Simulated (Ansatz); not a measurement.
## A defect in a wire: (4,1) C nanotube, Al in place of one C

What does the defect do to the conductance?

Calculated with Ansatz 0.2.0; DFT PBE, plane waves, PAW; relaxation of a wire's period, in the first sound run; inputs show where later runs differ.

Report form: the programs' logs are mostly left out.

### 1. The starting structure

The cell holds 28 atoms: 28 C. Its edges and angles: a = 10.388 Å, b = 10.378 Å, c = 6.507 Å, α = 90.0°, β = 90.0°, γ = 90.0°. Vacuum lies along a and b. The structure's axis is c.

### 2. Relaxing the period

Band widths follow the bond lengths, so the wire is relaxed first. The atoms and the third cell vector are free; the box across stays fixed as vacuum. A Fermi-Dirac smearing is set since the result may be a metal. The pressure printed is a third of the stress's trace over the whole box, vacuum included; only the stress along the axis is relaxed.

input.yaml reads:

```yaml
crystal:
  lattice:
    - [10.388, 0.0, 0.0]
    - [0.0, 10.378, 0.0]
    - [0.0, 0.0, 6.5072574868]
  atoms:
    - { symbol: C, position: [0.41364168, 0.64967209, 0.0] }
    - { symbol: C, position: [0.672664525, 0.499981081, 0.0] }
    - { symbol: C, position: [0.334972504, 0.449033153, 0.071428571] }
    - { symbol: C, position: [0.538407965, 0.668495702, 0.071428571] }
    - { symbol: C, position: [0.344401615, 0.574977143, 0.142857143] }
    - { symbol: C, position: [0.512887162, 0.327616111, 0.142857143] }
    - { symbol: C, position: [0.392317227, 0.364842847, 0.214285714] }
    - { symbol: C, position: [0.670735811, 0.47421938, 0.214285714] }
[... 16 atom lines left out ...]
    - { symbol: C, position: [0.344401615, 0.424985019, 0.857142857] }
    - { symbol: C, position: [0.642659107, 0.402612173, 0.857142857] }
    - { symbol: C, position: [0.538407965, 0.33146646, 0.928571429] }
    - { symbol: C, position: [0.626567416, 0.617547775, 0.928571429] }
kpoints:
  mp_grid: { grid: [1, 1, 13] }
scf:
  occupations: { method: fermi_dirac, width: 0.05 }
hamiltonian:
  xc: pbe
relax:
  cell: { fix: [a, b, alpha, beta, gamma] }
  max_steps: 60
```

Started as:

```console
$ ansatz run input.yaml --threads 4 --pin off --max-ram 16384MiB --backend cpu --events-out ev --progress --plain --runs-dir out
```

Elapsed: 67 s, on 4 threads of Arm Neoverse V1, shared host; peak memory 1.4 GiB.

Relaxation path:

```tsv
step	energy less that of the first step (eV)	largest force component (eV/Å)	pressure (GPa)	volume (Å³)
1	0.0000	1.5694	6.93	701.53
2	-1.6599	0.8832	2.43	700.34
3	-1.9793	0.3197	0.26	700.77
4	-2.0014	0.0601	0.04	700.99
5	-2.0023	0.0023	-0.01	700.83
6*	-2.0014	0.0023	-0.01	700.83
```

Relaxation steps marked * repeat the geometry before them on a plane-wave basis chosen anew for their cell, so energy and pressure can jump there.

Forces are held to the 2 operations that the run works with; a distortion that breaks them can't arise in this run.

```tsv
cell as run	before	after	change
c (Å)	6.507	6.501	-0.1 %
```

The atoms that moved most (Å, along periodic axes as changes of fractional coordinates times the final cell, across vacuum about the mean position):

```tsv
atom	dx	dy	dz	length
C9	0.033	0.083	-0.008	0.090
C24	-0.033	-0.083	-0.008	0.090
C17	-0.020	-0.087	0.008	0.090
C4	0.020	0.087	0.008	0.090
C12	0.081	0.039	0.008	0.090
C25	-0.081	-0.039	0.008	0.090
C23	-0.056	0.070	0.008	0.090
C10	0.056	-0.070	0.008	0.090
```

Numbers from this step:

| Property | Result |
| --- | --- |
| energy at zero smearing | -7009.8310 eV |
| cell length along the wire | 6.501 Å |

The cell's length comes to 6.501 Å with spin left out.

### 3. Bands of the perfect wire

This step: DFT PBE, plane waves, PAW; channels and complex bands of a perfect wire (Ansatz 0.2.0).

At the relaxed period the Bloch states of the perfect wire are found at each energy: those that move forward count the open channels, and those that decay describe how a disturbance dies away inside the wire itself. An energy step of 0.035 eV is under the 0.039 eV that the program asks for its thermal average at 300 K.

input.yaml reads:

```yaml
crystal:
  lattice:
    - [10.388, 0.0, 0.0]
    - [0.0, 10.378, 0.0]
    - [0.0, 0.0, 6.5008324045]
  atoms:
    - { symbol: C, position: [0.40933954, 0.657144128, 0.99876104] }
    - { symbol: C, position: [0.681276657, 0.499981485, 0.001232433] }
    - { symbol: C, position: [0.326738777, 0.446494002, 0.070193176] }
    - { symbol: C, position: [0.540329085, 0.67690504, 0.072662976] }
    - { symbol: C, position: [0.336642385, 0.578721075, 0.144095224] }
    - { symbol: C, position: [0.513524561, 0.319014888, 0.14162391] }
    - { symbol: C, position: [0.386946275, 0.358100108, 0.215527682] }
    - { symbol: C, position: [0.679248835, 0.47292257, 0.21305298] }
[... 16 atom lines left out ...]
    - { symbol: C, position: [0.336642002, 0.421232983, 0.858381523] }
    - { symbol: C, position: [0.649768256, 0.397740464, 0.85590148] }
    - { symbol: C, position: [0.540330926, 0.323060488, 0.929804984] }
    - { symbol: C, position: [0.632889066, 0.623406707, 0.927328617] }
kpoints:
  mp_grid: { grid: [1, 1, 13] }
scf:
  occupations: { method: fermi_dirac, width: 0.05 }
hamiltonian:
  xc: pbe
output:
  transmission:
    e_range: [-1.26, 1.26]
    de: 0.035
    kmesh: [1, 1]
    reduced_basis: true
    leads: [[0, 0]]
basis:
  ecutwfc: "350 eV"
```

Wall time 13 min (4 threads); peak memory 7.9 GiB.

Numbers from this step:

```
energy at zero smearing                                  : -7009.0945 eV
channels at the energy nearest the Fermi level, one spin : 4
conductance of the lead as this run defines it           : 4.000 G₀
band gap                                                 : 0 eV
```

Table of open channels of the lead, one spin by energy, zero at the Fermi level:

```tsv
energy (eV)	open channels of the lead, one spin
-1.26	2
-1.19	2
-1.08	2
-1.01	2
-0.91	2
-0.84	2
-0.73	2
-0.67	2
-0.56	2
-0.49	4
-0.39	4
-0.32	4
-0.21	4
-0.14	4
-0.04	4
0.00	4
0.04	4
0.14	4
0.21	4
0.32	4
0.39	4
0.49	2
0.56	2
0.67	2
0.73	2
0.84	2
0.91	2
1.01	4
1.08	4
1.19	4
1.26	4
```

The slowest values at each energy, most degenerate partners merged, listed up to 1.5 1/Å. Table of Im kz of the slowest decaying states by energy, zero at the Fermi level:

```tsv
energy (eV)	decay 1 (Å⁻¹)	decay 2 (Å⁻¹)	decay 3 (Å⁻¹)	decay 4 (Å⁻¹)
-1.26	0.0754	0.103	0.327	0.420
-1.16	0.0833	0.180	0.336	0.424
-1.05	0.0868	0.228	0.346	0.429
-0.94	0.0867	0.263	0.354	0.433
-0.84	0.0828	0.290	0.363	0.437
-0.77	0.0778	0.306	0.368	0.440
-0.67	0.0655	0.325	0.375	0.444
-0.56	0.043	0.341	0.382	0.447
-0.46	0.354	0.388	0.450	0.491
-0.35	0.365	0.394	0.454	0.492
-0.24	0.374	0.400	0.456	0.493
-0.14	0.380	0.405	0.459	0.494
-0.04	0.386	0.410	0.462	0.494
0.00	0.387	0.411	0.463	0.495
0.04	0.388	0.413	0.463	0.495
0.14	0.391	0.417	0.466	0.495
0.24	0.393	0.421	0.468	0.496
0.35	0.393	0.424	0.469	0.496
0.46	0.0314	0.393	0.428	0.471
0.56	0.0566	0.391	0.431	0.473
0.67	0.0656	0.388	0.433	0.474
0.77	0.0655	0.384	0.436	0.475
0.84	0.0602	0.381	0.437	0.476
0.94	0.0407	0.376	0.439	0.477
1.05	0.370	0.441	0.478	0.495
1.16	0.362	0.442	0.479	0.494
1.26	0.354	0.443	0.479	0.493
```

By hand: the program gives 2.8748 × 10^14 S/m² over the cell's cross-section of 107.81 Å² = 1.078 × 10^-18 m², so one cell conducts 3.099 × 10^-4 S. Divided by G0 = 2e²/h = 7.748 × 10^-5 S this is 4.00 G0, a resistance of 3.23 kΩ.

At the computed energy nearest the Fermi level there are 4 channels a spin, and the thermal average gives 4.00 G₀.

### 4. Relaxation of the scattering region

This step: DFT PBE, plane waves, PAW; relaxation of a junction in a wire, ends held (Ansatz 0.2.0).

System of this step: (4,1) C nanotube, Al in place of one C. The cell holds 112 atoms: 111 C and 1 Al. Cell: a = 10.388 Å, b = 10.378 Å, c = 26.003 Å, α = 90.0°, β = 90.0°, γ = 90.0°. Regions: held atoms, 56 atoms (56 C); free atoms, 56 atoms (55 C and 1 Al). Vacuum lies along a and b. The structure's axis is c.

56 atoms at the defect are free to relax, while 56 stay where the perfect wire has them, so that the ends still repeat as a lead. The cutoff is set under the files' recommended one to save time.

input.yaml reads:

```yaml
crystal:
  lattice:
    - [10.388, 0.0, 0.0]
    - [0.0, 10.378, 0.0]
    - [0.0, 0.0, 26.003329618]
  atoms:
    - { symbol: C, position: [0.40933954, 0.657144128, 0.99969026] }
    - { symbol: C, position: [0.681276657, 0.499981485, 0.000308108] }
    - { symbol: C, position: [0.326738777, 0.446494002, 0.017548294] }
    - { symbol: C, position: [0.540329085, 0.67690504, 0.018165744] }
    - { symbol: C, position: [0.336642385, 0.578721075, 0.036023806] }
    - { symbol: C, position: [0.513524561, 0.319014888, 0.035405977] }
    - { symbol: C, position: [0.386946275, 0.358100108, 0.053881921] }
    - { symbol: C, position: [0.679248835, 0.47292257, 0.053263245] }
    - { symbol: C, position: [0.566235136, 0.668904861, 0.071119234] }
    - { symbol: C, position: [0.6130245, 0.358102658, 0.071739259] }
    - { symbol: C, position: [0.350197, 0.602221698, 0.08897537] }
    - { symbol: C, position: [0.663323254, 0.578729179, 0.089595381] }
    - { symbol: C, position: [0.36707619, 0.376555455, 0.106832154] }
    - { symbol: C, position: [0.459634331, 0.676901674, 0.107451246] }
    - { symbol: C, position: [0.318688599, 0.499980677, 0.125308108] }
    - { symbol: C, position: [0.590625716, 0.342818034, 0.12469026] }
    - { symbol: C, position: [0.459636172, 0.323057122, 0.143165744] }
    - { symbol: C, position: [0.67322648, 0.553468159, 0.142548294] }
    - { symbol: C, position: [0.486440695, 0.680947274, 0.160405977] }
    - { symbol: C, position: [0.663322871, 0.421241087, 0.161023806] }
    - { symbol: C, position: [0.320716421, 0.527039592, 0.178263245] }
    - { symbol: C, position: [0.613018981, 0.641862054, 0.178881921] }
    - { symbol: C, position: [0.386940756, 0.641859504, 0.196739259] }
    - { symbol: C, position: [0.433730121, 0.331057301, 0.196119234] }
    - { symbol: C, position: [0.336642002, 0.421232983, 0.214595381] }
    - { symbol: C, position: [0.649768256, 0.397740464, 0.21397537] }
    - { symbol: C, position: [0.540330926, 0.323060488, 0.232451246] }
    - { symbol: C, position: [0.632889066, 0.623406707, 0.231832154] }
    - { symbol: C, position: [0.40933954, 0.657144128, 0.24969026] }
    - { symbol: C, position: [0.681276657, 0.499981485, 0.250308108] }
[... 76 atom lines left out ...]
    - { symbol: C, position: [0.386940756, 0.641859504, 0.946739259] }
    - { symbol: C, position: [0.433730121, 0.331057301, 0.946119234] }
    - { symbol: C, position: [0.336642002, 0.421232983, 0.964595381] }
    - { symbol: C, position: [0.649768256, 0.397740464, 0.96397537] }
    - { symbol: C, position: [0.540330926, 0.323060488, 0.982451246] }
    - { symbol: C, position: [0.632889066, 0.623406707, 0.981832154] }
magnetization:
  spin_polarized: true
kpoints:
  mp_grid: { grid: [1, 1, 1] }
scf:
  occupations: { method: fermi_dirac, width: 0.1 }
hamiltonian:
  xc: pbe
relax:
  constraints:
    - { sites: [0, 1, 2, 3, 4, 5, 6, 7, 8, 9, 10, 11, 12, 13, 14, 15, 16, 17, 18, 19, 20, 21, 22, 23, 24, 25, 26, 27, 84, 85, 86, 87, 88, 89, 90, 91, 92, 93, 94, 95, 96, 97, 98, 99, 100, 101, 102, 103, 104, 105, 106, 107, 108, 109, 110, 111] }
  f_tol: 0.06
  max_steps: 35
basis:
  ecutwfc: "350 eV"
```

The job ended after 4.2 min (4 threads; peak memory 3.7 GiB).

Step by step:

```tsv
step	energy less that of the first step (eV)	largest force component (eV/Å)
1	0.0000	28.5410
2	-8.1561	11.5542
3	-11.4915	2.9183
4	-12.1951	0.8775
5	-12.2924	1.1872
6	-12.3662	0.1516
7	-12.3698	0.0864
8	-12.3616	0.2167
9	-12.3715	0.0152
```

Relaxation step 8 was tried and not accepted.

The atoms that moved most (Å):

```tsv
atom	dx	dy	dz	length
Al38	0.537	-0.498	-0.067	0.736
C36	0.407	0.088	-0.067	0.422
C44	0.101	-0.244	0.277	0.382
C34	-0.065	-0.237	-0.068	0.255
C48	0.050	-0.111	0.148	0.191
C45	0.066	-0.101	0.103	0.159
C41	0.104	-0.103	0.027	0.149
C54	0.013	-0.046	0.139	0.147
```

Numbers from this step:

| Property | Result |
| --- | --- |
| energy at zero smearing | -28320.2533 eV |

The largest force component on a free atom ends at 0.015 eV/Å, under the limit of 0.06. Al ends nearest to C at 1.85 Å, C at 1.90 Å and C at 1.92 Å.

[end of part 1 of 3]

[Logs are printed without paths, hosts, clocks, repeated set-up lines and the standing remarks that a program may print on its own settings, such as how far it seeks lower states.]

[Hosts, paths, dates, database ids (printed as entryN), source tags and the programs' standing remarks are cut or masked in the printed files.]
